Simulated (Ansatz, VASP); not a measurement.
This is a calculation of ZnO (zincite) for Ansatz 0.2.0.

File input.yaml:

```yaml
crystal:
  lattice:
    - [3.249308, 0.0, 0.0]
    - [-1.624654, 2.8139832727, 0.0]
    - [0.0, 0.0, 5.205709]
  atoms:
    - { symbol: Zn, position: [0.6666666667, 0.3333333333, 0.0] }
    - { symbol: Zn, position: [0.3333333333, 0.6666666667, 0.5] }
    - { symbol: O, position: [0.3333333333, 0.6666666667, 0.87901] }
    - { symbol: O, position: [0.6666666667, 0.3333333333, 0.37901] }
hamiltonian:
  xc: revpbe
  pseudopotentials: { kind: paw }
  dispersion: d4
kpoints:
  mp_grid: { grid: [9, 9, 5] }
scf:
  occupations: { method: fermi_dirac, width: 0.05 }
output:
  forces: true
  stress: true
relax:
  f_tol: 0.01
  max_steps: 40
  cell: { stress_tol: 0.05 }
```

Potentials or basis: Ansatz PAW.

Command:

```console
$ ansatz run input.yaml --threads 2 --pin off --max-ram 5632MiB --backend cpu --events-out ev --progress --plain --runs-dir out
```

Task: Set up the same calculation for VASP 6.6.1. Potentials there: VASP PAW PBE potentials, release 64 (Zn, O).

Result: As run (the cutoff follows the program's own potentials):

The input INCAR:

```
  PREC = Accurate
  ENCUT = 600
  EDIFF = 1E-6
  ISMEAR = -1
  SIGMA = 0.05
  LREAL = F
  LASPH = T
  NELM = 100
  ALGO = Normal
  ISIF = 3
  LWAVE = F
  LCHARG = F
  GGA = RE
  IVDW = 13
  IBRION = 2
  NSW = 60
  EDIFFG = -0.01
```

The input KPOINTS:

```
Automatic mesh
0
Gamma
  9 9 5
```

The input POSCAR:

```
ZnO
1.0
    3.2493080000      0.0000000000      0.0000000000
   -1.6246540000      2.8139832727      0.0000000000
    0.0000000000      0.0000000000      5.2057090000
Zn O
2 2
Direct
    0.6666666667      0.3333333333      0.0000000000
    0.3333333333      0.6666666667      0.5000000000
    0.3333333333      0.6666666667      0.8790100000
    0.6666666667      0.3333333333      0.3790100000
```

Potentials or basis: VASP PAW PBE potentials, release 64 (Zn, O).

Command:

```console
$ cat potpaw_PBE.64/Zn/POTCAR potpaw_PBE.64/O/POTCAR > POTCAR
$ mpirun -np 1 vasp_std > vasp.out
```

Both were run:

|  | VASP | Ansatz | Ansatz less VASP |
| --- | --- | --- | --- |
| relaxed volume (Å³/atom) | 12.06 | 11.99 | -0.065 |
| relaxed cell length with the largest relative difference (Å) | 3.255 | 3.249 | -0.0065 |
| energy change over the relaxation (meV/atom) | -1 | -1 | +0.7 |

Caveats: the PAW data sets were made with another functional, which shifts forces and pressure a little (VASP); odd divisions of the mesh miss points on the zone boundary, where band edges often lie, so the gap on the mesh can be too wide (Ansatz); the plane-wave basis is chosen anew once the cell has moved, so the energies of steps on either side of that aren't comparable (Ansatz); the pressure holds a Pulay correction of +0.7 GPa for the finite cutoff (Ansatz); the PAW data sets come from PBE, with cores solved anew for the run's functional, which leaves a small shift of forces and pressure (Ansatz). As with any semilocal functional, this revPBE gap is likely too small. Zero-point motion and thermal expansion aren't in these numbers.
